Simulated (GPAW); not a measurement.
Runs of GPAW 26.7.0 on BN. Symmetry: P6_3/mmc, No. 194, hexagonal system. Conventional cell: a = 2.498 Å, b = 2.498 Å, c = 6.636 Å, α = 90.00°, β = 90.00°, γ = 120.00°. N (site symmetry -6m2) has 3 B at 1.44 Å as nearest neighbours. B (site symmetry -6m2) has 3 N at 1.44 Å as nearest neighbours. 

```csv
task,level,potentials or basis,cell,k mesh,cutoff (eV),smearing,maxiter,optimizer,fmax,max steps,convergence,gap on the mesh (eV),pressure (GPa),relaxed volume (Å³/atom),largest force (eV/Å)
relaxation of cell and atoms,PBEsol+D4,"PAW data sets generated in the run's folder for this functional, pw",relaxed,9 × 9 × 3,800,fermi-dirac 0.05 eV,150,BFGS,0.02 eV/Å,60,density=1e-05 forces=0.0001,(b),-0.2,8.51,0.01
relaxation of cell and atoms,PBEsol,"PAW data sets generated in the run's folder for this functional, pw",relaxed,9 × 9 × 3,800,fermi-dirac 0.05 eV,150,BFGS,0.02 eV/Å,60,density=1e-05 forces=0.0001,(c),0.0,(a),-
single point,LDA,"the program's PAW data sets (release 1.2.1) made for this functional, pw",as given,10 × 10 × 4,600,fermi-dirac 0.05 eV,120,-,-,-,default,4.04,-11.7,-,-
single point,PBE,"GPAW PAW data sets (gpaw-data 1.2.1), pw",as given,10 × 10 × 4,600,fermi-dirac 0.05 eV,120,-,-,-,default,4.24,-3.1,-,-
dielectric tensor,LDA,"the program's PAW data sets (release 1.2.1) made for this functional, pw",as given,10 × 10 × 4,600,fermi-dirac 0.001 eV,150,-,-,-,-,4.04,-,-,-
relaxation of cell and atoms,PBEsol+D3,"PAW data sets generated in the run's folder for this functional, pw",relaxed,9 × 9 × 3,800,fermi-dirac 0.05 eV,150,BFGS,0.02 eV/Å,60,density=1e-05 forces=0.0001,4.27,0.0,8.55,-
relaxation of cell and atoms,PBEsol+D3(BJ),"PAW data sets generated in the run's folder for this functional, pw",relaxed,9 × 9 × 3,800,fermi-dirac 0.05 eV,150,BFGS,0.02 eV/Å,60,density=1e-05 forces=0.0001,4.24,0.1,8.42,0.01
relaxation of cell and atoms,PBEsol+D3(BJ)+ATM,"PAW data sets generated in the run's folder for this functional, pw",relaxed,9 × 9 × 3,800,fermi-dirac 0.05 eV,150,BFGS,0.02 eV/Å,60,density=1e-05 forces=0.0001,4.27,0.0,8.52,-
dielectric tensor,PBE,"GPAW PAW data sets (gpaw-data 1.2.1), pw",as given,10 × 10 × 4,600,fermi-dirac 0.001 eV,150,-,-,-,-,4.24,-,-,-
```

Alike in all rows: no spin polarisation.

Task: Estimate the missing entries.

Result: (a) 9.00; (b) 4.26; (c) 4.33.

Caveats: an odd mesh through Γ misses points on the zone boundary, where band edges often lie (some runs); later steps reuse the first step's grids (some runs); this functional lacks dispersion, which binds the layers, so the pressure and a relaxed spacing across them are unreliable (some runs); the cutoff is short for stress and forces, so pressures can be off by a GPa or more (some runs); the long-wavelength limit can be off by a per cent or two (some runs).
